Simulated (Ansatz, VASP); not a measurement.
**Cross-check of SiC (wurtzite SiC) between VASP and Ansatz**

Aim: how closely do two programs agree when they are given the same cell, functional and k mesh? The cell is taken from a series of runs on this material, whose earlier steps may have relaxed, scaled, displaced or heated it; both programs get it as it stands.

Main program and level: Ansatz 0.2.0; plane waves, with VASP 6.6.1 beside it; PBE.

### 1. Set-up

It takes space group P6_3mc (No. 186, hexagonal). The conventional cell has a = 3.080 Å, b = 3.080 Å, c = 5.050 Å, α = 90.00°, β = 90.00°, γ = 120.00°. Nearest to Si lie 4 C at 1.89 Å. Nearest to C lie 4 Si at 1.89 Å. Farther neighbours are not listed.

### 2. VASP: single point, PBE, pair 1

With cell and atoms fixed, the geometry can't cause a difference; cores, projectors, grids and the points listed under the comparison can.

Lines of VASP's logs that name or quote its potential files are left out, and so is its time.

INCAR reads:

```
SYSTEM = SiC
PREC = Accurate
ENCUT = 520
EDIFF = 1E-06
NELM = 120
ISMEAR = 0
SIGMA = 0.01
LREAL = .FALSE.
ALGO = Normal
GGA = PE
NBANDS = 14
LORBIT = 11
LWAVE = .FALSE.
LCHARG = .FALSE.
ISIF = 2
LASPH = .TRUE.
GGA_COMPAT = .FALSE.
EFERMI = MIDGAP
KPAR = 4
```

POSCAR reads:

```
SiC
1.0
    3.0800000000      0.0000000000      0.0000000000
   -1.5400000000      2.6673582437      0.0000000000
    0.0000000000      0.0000000000      5.0500000000
Si C
2 2
Direct
    0.3333333334      0.6666666668      0.0000000000
    0.6666666668      0.3333333334      0.5000000000
    0.3333333334      0.6666666668      0.3750000000
    0.6666666668      0.3333333334      0.8750000000
```

KPOINTS reads:

```
Automatic mesh
0
Gamma
10 10 6
0 0 0
```

The projector-augmented-wave data sets are Si and C (PBE family, release 64).

On the command line:

```sh
> mpirun -np 4 vasp_std
```

Numbers of over 12 decimals in the logs are rounded to 6 here.

What it wrote:

```text
[banner, memory and clock lines left out]
running    4 mpi-ranks, on    1 nodes
 distrk:  each k-point on    1 cores,    4 groups
 distr:  one band on    1 cores,    1 groups

 POSCAR found type information on POSCAR SiC
 POSCAR found :  2 types and       4 ions
 LDA part: xc-table for (Slater+PW92), standard interpolation
 POSCAR, INCAR and KPOINTS ok, starting setup
 FFT: planning ... GRIDC
 FFT: planning ... GRID_SOFT
 FFT: planning ... GRID
 WAVECAR not read
 entering main loop
       N       E                     dE             d eps       ncg     rms          rms(c)
DAV:   1     0.321956616367E+02    0.32196E+02   -0.73298E+03  1568   0.102E+03
DAV:   2    -0.308398043956E+02   -0.63035E+02   -0.56988E+02  2172   0.171E+02
DAV:   3    -0.337858056428E+02   -0.29460E+01   -0.29271E+01  2168   0.358E+01
DAV:   4    -0.338142319897E+02   -0.28426E-01   -0.28422E-01  1790   0.421E+00
DAV:   5    -0.338146017602E+02   -0.36977E-03   -0.36968E-03  2132   0.448E-01    0.124E+01
DAV:   6    -0.302002402029E+02    0.36144E+01   -0.85109E+00  2030   0.179E+01    0.561E+00
DAV:   7    -0.301225547879E+02    0.77685E-01   -0.10790E+00  2138   0.638E+00    0.246E+00
DAV:   8    -0.301064381002E+02    0.16117E-01   -0.52385E-02  1814   0.153E+00    0.614E-01
DAV:   9    -0.301049952988E+02    0.14428E-02   -0.83242E-03  2042   0.640E-01    0.128E-01
DAV:  10    -0.301052763485E+02   -0.28105E-03   -0.84802E-04  1988   0.189E-01    0.574E-02
DAV:  11    -0.301053021981E+02   -0.25850E-04   -0.10192E-04  1808   0.772E-02    0.134E-02
DAV:  12    -0.301053034787E+02   -0.12806E-05   -0.50898E-06  2072   0.161E-02    0.342E-03
DAV:  13    -0.301053039773E+02   -0.49855E-06   -0.28850E-07  1078   0.394E-03
   1 F= -.30105304E+02 E0= -.30105304E+02  d E =0.000000E+00
```

OUTCAR, selected parts (step 2):

```text
ion  position               nearest neighbor table
   1  0.333  0.667  0.000-   4 1.89   4 1.89   4 1.89   3 1.89   2 3.09   2 3.09   2 3.09   2 3.09
                             2 3.09   2 3.09
   2  0.667  0.333  0.500-   3 1.89   3 1.89   3 1.89   4 1.89   1 3.09   1 3.09   1 3.09   1 3.09
                             1 3.09   1 3.09
   3  0.333  0.667  0.375-   2 1.89   2 1.89   2 1.89   1 1.89
   4  0.667  0.333  0.875-   1 1.89   1 1.89   1 1.89   2 1.89

  LATTYP: Found a hexagonal cell.
 ALAT       =     3.0800000000
 C/A-ratio  =     1.6396103896

 Subroutine GETGRP returns: Found 12 space group operations
 (whereof  6 operations were pure point group operations)

The static configuration has the point symmetry C_3v.
 The point group associated with its full space group is C_6v.

 Found     56 irreducible k-points:

   k-points           NKPTS =     56   k-points in BZ     NKDIM =     56   number of bands    NBANDS=     14

   dimension x,y,z NGX =    24 NGY =   24 NGZ =   40
   dimension x,y,z NGXF=    48 NGYF=   48 NGZF=   80

   ENCUT  =  520.0 eV  38.22 Ry    6.18 a.u.   5.73  5.73  9.39*2*pi/ulx,y,z

   NELECT =      16.0000    total number of electrons

 k-points in reciprocal lattice and weights: Automatic mesh
   0.00000000  0.00000000  0.00000000       0.002
   0.10000000  0.00000000  0.00000000       0.010
   0.20000000  0.00000000  0.00000000       0.010
   0.30000000 -0.00000000  0.00000000       0.010
   0.40000000  0.00000000  0.00000000       0.010
   0.50000000  0.00000000  0.00000000       0.005
   0.10000000  0.10000000  0.00000000       0.010
   0.20000000  0.10000000  0.00000000       0.020
   0.30000000  0.10000000  0.00000000       0.020
[...]
0.40000000  0.20000000  0.50000000       0.010
   0.30000000  0.30000000  0.50000000       0.010

 average (electrostatic) potential at core
       1 -80.4135       2 -80.4135       3 -44.8007       4 -44.8007

 E-fermi :   9.4404

 k-point     1 :       0.0000    0.0000    0.0000
  band No.  band energies     occupation
    ...
      4       6.9123      2.00000
      5       6.9123      2.00000
      6       8.0940      2.00000
      7       8.2357      2.00000
      8       8.2357      2.00000
      9      12.9923      0.00000
     10      14.4194      0.00000
     11      14.8667      0.00000
     12      14.8667      0.00000
     13      15.9547      0.00000
    ...

 k-point     2 :       0.1000    0.0000    0.0000
  band No.  band energies     occupation
    ...
      4       5.9682      2.00000
      5       6.6195      2.00000
      6       7.5878      2.00000
      7       7.9783      2.00000
      8       8.1383      2.00000
      9      13.4618      0.00000
     10      14.4397      0.00000
     11      14.9575      0.00000
     12      15.2124      0.00000
     13      16.1031      0.00000
    ...

 k-point     3 :       0.2000    0.0000    0.0000
  band No.  band energies     occupation
    ...
      4       4.0854      2.00000
      5       6.0149      2.00000
      6       6.1218      2.00000
      7       7.5500      2.00000
      8       7.8295      2.00000
      9      12.7493      0.00000
     10      14.7839      0.00000
     11      15.2735      0.00000
     12      15.7872      0.00000
     13      15.8699      0.00000
    ...

  Total        0.6135910      0.6135910      0.8584790      0.0000000      0.0000000      0.0000000
  in kB       23.6955118     23.6955118     33.1525390      0.0000000      0.0000000      0.0000000
  external PRESSURE =      26.8478542 kB  Pullay stress =       0.0000000 kB

  energy-cutoff  :      520.00
  volume of cell :       41.49
      direct lattice vectors                 reciprocal lattice vectors
     3.080000000  0.000000000  0.000000000     0.324675325  0.187451386  0.000000000
    -1.540000000  2.667358244  0.000000000     0.000000000  0.374902772  0.000000000
     0.000000000  0.000000000  5.050000000     0.000000000  0.000000000  0.198019802

 POSITION                                       TOTAL-FORCE (eV/Angst)
 -----------------------------------------------------------------------------------
      0.00000      1.77824      0.00000         0.000000     -0.000000     -0.083312
      1.54000      0.88912      2.52500        -0.000000      0.000000     -0.083312
      0.00000      1.77824      1.89375        -0.000000      0.000000      0.083312
      1.54000      0.88912      4.41875         0.000000     -0.000000      0.083312
 -----------------------------------------------------------------------------------
    total drift:                               -0.000000     -0.000000     -0.000169

  FREE ENERGIE OF THE ION-ELECTRON SYSTEM (eV)
  ---------------------------------------------------
  free  energy   TOTEN  =       -30.1053039773 eV

  energy  without entropy=      -30.1053039773  energy(sigma->0) =      -30.10530398

 total charge
# of ion       s       p       d       tot
------------------------------------------
    1        0.708   0.965   0.000   1.674
    2        0.708   0.965   0.000   1.674
    3        0.837   1.708   0.000   2.546
    4        0.837   1.708   0.000   2.546
--------------------------------------------------
tot          3.091   5.348   0.000   8.439

[... 3 further parts left out ...]
```

The run ends at a pressure of 2.68 GPa, with forces up to 0.083 eV/Å.

### 3. Ansatz: single point, PBE, pair 1

Ansatz runs on its default PAW (the set named soft_2) files.

The same cell, functional and mesh now go to Ansatz, which takes its cutoff from its data sets.

input.yaml reads:

```yaml
crystal:
  lattice:
    - [3.08, 0.0, 0.0]
    - [-1.54, 2.6673582437, 0.0]
    - [0.0, 0.0, 5.05]
  atoms:
    - { symbol: Si, position: [0.3333333333, 0.6666666667, 0.0] }
    - { symbol: Si, position: [0.6666666667, 0.3333333333, 0.5] }
    - { symbol: C, position: [0.3333333333, 0.6666666667, 0.375] }
    - { symbol: C, position: [0.6666666667, 0.3333333333, 0.875] }
kpoints:
  mp_grid: { grid: [10, 10, 6] }
  band_path: { path: [VBM, CBM], npoints: 1 }
hamiltonian:
  xc: pbe
scf:
  occupations: { method: fixed }
  convergence: { dr2_threshold: 1.0e-09 }
output:
  eigenvalues: true
checkpoint:
  write: bulk.run
  compress: false
  write_wavefunctions: false
```

On the command line:

```sh
> ansatz run input.yaml --threads 4 --pin off --max-ram 16384MiB --backend cpu --events-out ev --progress --plain --runs-dir out
```

What it wrote:

```text
Engine: ansatz 0.2.0, aarch64-unknown-linux-gnu
Pseudopotentials: kind: paw
Pseudopotential: Si, paw, valence charge 4, recommended cutoff 420 eV (normal), Si.paw.azcp
Pseudopotential: C, paw, valence charge 4, recommended cutoff 420 eV (normal), C.paw.azcp
Functional definition: PBE
  parameter kappa = 0.804
  parameter beta = 0.066725
  exchange = pbe_x(kappa = kappa, mu = beta*pi^2/3)
  correlation = pbe_c(beta = beta)
Crystal: 4 atoms, lattice volume = 41.488 Å³
Basis set: ecut = 420 eV, 785 PW (Γ)
Bands: 12, of which v1, the nominal top of the filled ones, is band 8 counted from 1 (7 counted from 0)
Symmetry: 12 space group operations
Space group: P63mc (ITA 186), of the structure as read, at distance tolerance 3.5e-5 Å
k-points: 56 of 600 (time reversal used)
Non-local potential: Si, projectors of the file, l = 0: 2, l = 1: 2, l = 2: 2
Non-local potential: C, projectors of the file, l = 0: 2, l = 1: 2, l = 2: 1
PAW form: soft (Blöchl's): semilocal exchange-correlation on the pseudo side does not see the compensation charge
PAW one-centre angular grid: Si, 110 points (default); XC on 64 Gauss nodes
PAW one-centre angular grid: C, 110 points (default); XC on 64 Gauss nodes
Initial density: superposition of atomic densities (neutral atoms: chi_scale 0, normalization atom), corrected by the library's trained network
Initial wavefunctions: pseudopotential atomic-orbital guess
Functional: x = pbe(κ = 0.804, μ = 0.219515), c = pbe(β = 0.066725)
SCF iter   1: F=—  HF=-1774.304211 eV  |F-HF|=—  |Δ(HF+E_count)|=         —  Δρ=2.58e-3  dr2=2.93e-3  ethr=1.77e-3  ⟨swp⟩=4.3  Hψ=3877  notcnv=0  defer=111
preconditioner: auto → none  [insulator: Δε(μ)=2.387 eV  Ē_g=11.889 eV  n_scr=2 (ndim 8)  ℏωp=23.1 eV  f_vac=0.000  ε∞_Penn≈4.8]
SCF iter   2: F=—  HF=-1774.304070 eV  |F-HF|=—  |Δ(HF+E_count)|=   1.41e-4  Δρ=9.25e-4  dr2=2.15e-4  ethr=1.83e-5  ⟨swp⟩=2.4  Hψ=1672  notcnv=0  defer=111
SCF iter   3: F=—  HF=-1774.304093 eV  |F-HF|=—  |Δ(HF+E_count)|=   2.32e-5  Δρ=3.98e-4  dr2=2.62e-5  ethr=1.34e-6  ⟨swp⟩=2.0  Hψ=1021  notcnv=0  defer=100
SCF iter   4: F=—  HF=-1774.304140 eV  |F-HF|=—  |Δ(HF+E_count)|=   4.73e-5  Δρ=6.80e-5  dr2=8.50e-7  ethr=1.64e-7  ⟨swp⟩=2.5  Hψ=1098  notcnv=0  defer=8
SCF iter   5: F=—  HF=-1774.304144 eV  |F-HF|=—  |Δ(HF+E_count)|=   3.35e-6  Δρ=5.03e-6  dr2=3.92e-9  ethr=5.31e-9  ⟨swp⟩=2.1  Hψ=1105  notcnv=0
SCF iter   6: F=-1774.304144 eV  HF=-1774.304144 eV  |F-HF|=1.84e-10  |Δ(HF+E_count)|=   1.25e-8  Δρ=7.32e-7  dr2=1.27e-10  ethr=6.25e-12  ⟨swp⟩=4.5  Hψ=2724  notcnv=0
SCF 1 converged in 6 iterations: F = -1774.304144 eV  dr2 = 1.27e-10
  greatest PAW one-centre occupation: 0.645 electrons in one spin orbital (limit 2), on the C atom at site 3 (counted from 0), in its partial waves of l = 0
NSCF: frozen V_eff on 28 k-points
NSCF: frozen V_eff on 28 k-points
[...]
SCF converged after 6 iterations
Free energy (F): -1774.304144 eV
Harris-Foulkes:  -1774.304144 eV  (|F-HF|=1.84e-10)
Internal energy: -1774.304144 eV  (E = F + TS)
E sigma→0 (E₀):  -1774.304144 eV
Fermi energy:    9.604416 eV
--- Per-component energies (eV) ---
  E_band       = 57.074057
  E_kinetic    = 271.315399
  E_local      = -210.883762  (includes V_loc(G=0)·N_el)
  E_nonlocal   = 103.589970
  E_hartree    = 65.083287
  E_xc         = -210.992026
  E_vxc        = -218.723195  (∫ρ·V_xc dr)
  E_paw        = -1224.140338  (= ΣΔE_a)
  E_vpaw       = -18.390884  (= ΣTr[D̂ρ^β])
  E_aug_tail   = 0.000024  (compensation charges beyond the density's cutoff)
  E_ewald      = -568.276698
  E_smearing   = -0.000000  (= −TS)
  E_closure    = 0.000000  (closes the sum)
  Σ components = -1774.304144   (vs F -1774.304144, Δ=0.00e0)
--- Band table (eV; the first three rows and the last of 56) ---
  k-point 0: bands = [... 4 lower, 8.2817, 9.4641, 9.6044, 9.6044, 14.3557, 15.7720, 16.2387, 16.2387]
  k-point 1: bands = [... 4 lower, 8.3578, 8.7328, 9.5008, 9.5008, 14.4820, 16.2849, 16.2849, 16.3063]
  k-point 2: bands = [... 4 lower, 8.5732, 8.5732, 9.2305, 9.2305, 14.8552, 16.2060, 16.4892, 16.4892]
  k-point 55: bands = [... 4 lower, 4.1909, 4.1909, 7.8054, 7.8054, 14.5365, 14.5365, 15.8418, 15.8418]
```

### 4. Comparison

Known differences besides the potentials themselves: fixed occupations in Ansatz, narrow Gaussian smearing in VASP; the cutoff is 420 eV in Ansatz and 520 eV in VASP. Total energies have different zeros and are not compared.

Both answers:

| quantity | Ansatz | VASP | difference |
| --- | --- | --- | --- |
| gap on the k mesh (eV) | 2.413 | 2.409 | +0.003 |

A gap on the mesh is an upper bound, since the band edges may lie between its points.

### 5. VASP: single point, PBE, pair 2

A single point takes one fixed geometry, so differences don't come from the geometry; what else differs is listed under the comparison. This pair takes another cell of the material, with 20 atoms against 4 for the pair before.

INCAR, as its differences from that of step 2:

```diff
@@ -10,3 +10,3 @@
 GGA = PE
-NBANDS = 14
+NBANDS = 60
 LORBIT = 11
@@ -15,2 +15,6 @@
 ISIF = 2
+LDIPOL = .TRUE.
+IDIPOL = 3
+DIPOL = 0.5 0.5 0.5
+LVHAR = .TRUE.
 LASPH = .TRUE.
@@ -18,2 +22,3 @@
 EFERMI = MIDGAP
+NELMDL = -8
 KPAR = 4
```

POSCAR reads:

```
SiC
1.0
    3.0800000000      0.0000000000      0.0000000000
    0.0000000000      5.0500000000      0.0000000000
    0.0000000000      0.0000000000     29.5585523892
Si C
10 10
Direct
    0.0000000000      0.0221208793      0.3119365978
    0.5000000000      0.4894854660      0.3313219613
    0.5000000000      0.0039953268      0.3947888578
    0.0000000000      0.4989097705      0.4242193770
    0.0000000000      0.0013678816      0.4849220464
    0.5000000000      0.5013678816      0.5150779533
    0.5000000000      0.9989097705      0.5757806226
    0.0000000000      0.5039953268      0.6052111418
    0.0000000000      0.9894854660      0.6686780383
    0.5000000000      0.5221208793      0.6880634019
    0.0000000000      0.3640865236      0.3061662568
    0.5000000000      0.8639483857      0.3326157322
    0.5000000000      0.3777924071      0.3942348288
    0.0000000000      0.8760927056      0.4242333432
    0.0000000000      0.3772006540      0.4850466099
    0.5000000000      0.8772006540      0.5149533898
    0.5000000000      0.3760927056      0.5757666564
    0.0000000000      0.8777924071      0.6057651708
    0.0000000000      0.3639483857      0.6673842674
    0.5000000000      0.8640865236      0.6938337428
```

KPOINTS reads:

```
Automatic mesh
0
Gamma
8 6 1
0 0 0
```

On the command line:

```sh
> mpirun -np 4 vasp_std
```

What it wrote:

```text
[banner, memory and clock lines left out]
running    4 mpi-ranks, on    1 nodes
[...]
|                                                                             |
|               ----> ADVICE to this user running VASP <----                  |
|                                                                             |
|     You have a (more or less) 'large supercell' and for larger cells it     |
|     might be more efficient to use real-space projection operators.         |
|     Therefore, try LREAL= Auto in the INCAR file.                           |
|     Mind: For very accurate calculation, you might also keep the            |
|     reciprocal projection scheme (i.e. LREAL=.FALSE.).                      |
|                                                                             |

 LDA part: xc-table for (Slater+PW92), standard interpolation
 POSCAR, INCAR and KPOINTS ok, starting setup
[...]
entering main loop
       N       E                     dE             d eps       ncg     rms          rms(c)
DAV:   1     0.457603179813E+03    0.45760E+03   -0.32285E+04  2408   0.109E+03
DAV:   2    -0.101177343548E+03   -0.55878E+03   -0.52610E+03  3268   0.236E+02
DAV:   3    -0.163738969858E+03   -0.62562E+02   -0.61494E+02  3092   0.751E+01
DAV:   4    -0.166717346188E+03   -0.29784E+01   -0.29673E+01  3272   0.186E+01
[...]
DAV:  26    -0.145897043740E+03   -0.66812E-05   -0.14083E-07  2084   0.636E-04    0.191E-04
DAV:  27    -0.145897046421E+03   -0.26813E-05   -0.75960E-08  1892   0.507E-04    0.124E-04
DAV:  28    -0.145897046905E+03   -0.48452E-06   -0.25593E-08  1932   0.291E-04
   1 F= -.14589705E+03 E0= -.14589705E+03  d E =0.000000E+00
```

OUTCAR, selected parts (step 5):

```text
  Total        7.3763436      6.5953285     -0.1222149      0.0000000      0.0000000      0.0000000
  in kB       25.7055243     22.9837959     -0.4259017      0.0000000      0.0000000      0.0000000
  external PRESSURE =      16.0878062 kB  Pullay stress =       0.0000000 kB

 POSITION                                       TOTAL-FORCE (eV/Angst)
 -----------------------------------------------------------------------------------
      0.00000      0.11171      9.22039         0.000000     -0.011913      0.009894
      1.54000      2.47190      9.79340         0.000000      0.005206     -0.005929
      1.54000      0.02018     11.66939         0.000000     -0.002242     -0.004014
      0.00000      2.51949     12.53931         0.000000      0.002980     -0.000049
      0.00000      0.00691     14.33359         0.000000     -0.000323     -0.001216
      1.54000      2.53191     15.22496         0.000000     -0.000323      0.001216
      1.54000      5.04449     17.01924         0.000000      0.002980      0.000049
      0.00000      2.54518     17.88917         0.000000     -0.002242      0.004014
      0.00000      4.99690     19.76515         0.000000      0.005206      0.005929
      1.54000      2.63671     20.33816         0.000000     -0.011913     -0.009894
      0.00000      1.83864      9.04983         0.000000      0.015728      0.003480
      1.54000      4.36294      9.83164         0.000000     -0.008959     -0.001800
      1.54000      1.90785     11.65301         0.000000      0.002362     -0.000433
      0.00000      4.42427     12.53972         0.000000     -0.002408      0.002038
[...]
-----------------------------------------------------------------------------------
    total drift:                                0.000000      0.000681      0.000049

  FREE ENERGIE OF THE ION-ELECTRON SYSTEM (eV)
  ---------------------------------------------------
  free  energy   TOTEN  =      -145.8970469054 eV

  energy  without entropy=     -145.8970469054  energy(sigma->0) =     -145.89704691

[... 3 further parts left out ...]
[key lines of the parts left out:]
E-fermi :   1.4083
```

(Part 1 of 2 ends here.)

[Lines on the potential files, build, host, timing and source positions are cut from VASP's logs without a mark.]

[Logs are printed without paths, hosts, clocks, repeated set-up lines and the standing remarks that a program may print on its own settings, such as how far it seeks lower states.]

[Hosts, paths, dates, database ids (printed as entryN), source tags and the programs' standing remarks are cut or masked in the printed files.]
